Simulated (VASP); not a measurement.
A run of VASP 6.6.1 is set up as follows.

INCAR

```
PREC = Accurate
ENCUT = 520
EDIFF = 1E-6
ISMEAR = 0
SIGMA = 0.1
LREAL = F
LASPH = T
NELM = 80
ALGO = Normal
ISIF = 2
LWAVE = F
LCHARG = F
GGA = PS
```

File KPOINTS:

```
regular mesh
0
Gamma
  16 16 16
```

Contents of POSCAR:

```
Li
1.0
   -1.7392550000      1.7392550000      1.7392550000
    1.7392550000     -1.7392550000      1.7392550000
    1.7392550000      1.7392550000     -1.7392550000
Li
1
Direct
    0.0000000000      0.0000000000      0.0000000000
```

Potentials or basis: VASP PAW PBE potentials, release 64 (Li_sv).

The run is started by

```sh
$ cat potpaw_PBE.64/Li_sv/POTCAR > POTCAR
$ mpirun -np 1 vasp_std > vasp.out
```

Problem. Estimate the band gap on the k mesh.

Solution. None (metal or under the smearing width).
